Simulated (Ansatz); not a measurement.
Set up this calculation in Ansatz 0.2.0, as the native input.

- Task: relaxation of cell and atoms
- Functional: PBE
- Potentials or basis: Ansatz PAW
- Cutoff: 420 eV (not typed: the program's choice for these potentials)
- k mesh: 9 × 9 × 2
- Occupations: fermi-dirac, width 0.05 eV
- Spin: no spin polarisation

Crystal: Te2Mo.

```
Te Mo
1.0
     3.51820    0.00000    0.00000
    -1.75910    3.04685    0.00000
     0.00000    0.00000   13.97360
Te Mo
4 2
Direct
  0.66667 0.33333 0.37900
  0.33333 0.66667 0.87900
  0.66667 0.33333 0.12100
  0.33333 0.66667 0.62100
  0.66667 0.33333 0.75000
  0.33333 0.66667 0.25000
```

One way to write it, as run:

input.yaml

```yaml
crystal:
  lattice:
    - [3.5182, 0.0, 0.0]
    - [-1.7591, 3.0468505756, 0.0]
    - [0.0, 0.0, 13.9736]
  atoms:
    - { symbol: Te, position: [0.6666666667, 0.3333333333, 0.379] }
    - { symbol: Te, position: [0.3333333333, 0.6666666667, 0.879] }
    - { symbol: Te, position: [0.6666666667, 0.3333333333, 0.121] }
    - { symbol: Te, position: [0.3333333333, 0.6666666667, 0.621] }
    - { symbol: Mo, position: [0.6666666667, 0.3333333333, 0.75] }
    - { symbol: Mo, position: [0.3333333333, 0.6666666667, 0.25] }
hamiltonian:
  xc: pbe
  pseudopotentials: { kind: paw }
kpoints:
  mp_grid: { grid: [9, 9, 2] }
scf:
  occupations: { method: fermi_dirac, width: 0.05 }
output:
  forces: true
  stress: true
relax:
  f_tol: 0.01
  max_steps: 40
  cell: { stress_tol: 0.05 }
```

Potentials or basis: Ansatz PAW.

Run with:

```console
$ ansatz run input.yaml --threads 2 --pin off --max-ram 5120MiB --backend cpu --events-out ev --progress --plain --runs-dir out
```

It gave:

| Item | Value |
| --- | --- |
| Relaxed volume | 27.78 Å³/atom |
| Relaxed cell | a = 3.557 Å, b = 3.557 Å, c = 15.214 Å, α = 90.00°, β = 90.00°, γ = 120.00° |
| Space group after relaxing (to 0.05 Å) | P6_3/mmc (No. 194) |
| Energy gained by relaxing | 14.8 meV/atom |
| Ionic steps | 7 |
| Pressure after relaxing | 0.0 GPa |
| Band gap on the k mesh | 1.03 eV |

Caveat: odd divisions of the mesh miss points on the zone boundary, where band edges often lie, so the gap on the mesh can be too wide; the plane-wave basis is chosen anew once the cell has moved, so the energies of steps on either side of that aren't comparable; spin-orbit coupling is left out, which moves the levels of the heavy elements; this functional lacks dispersion, which binds the layers, so the pressure and a relaxed spacing across them are unreliable; the volume moved by +11 % from the deposited cell, more than functionals usually miss.

Run time: 24 s on 2 threads of INTEL(R) XEON(R) PLATINUM 8581C CPU @ 2.30GHz (Emerald Rapids), with other jobs on the host, peak memory 0.59 GiB.
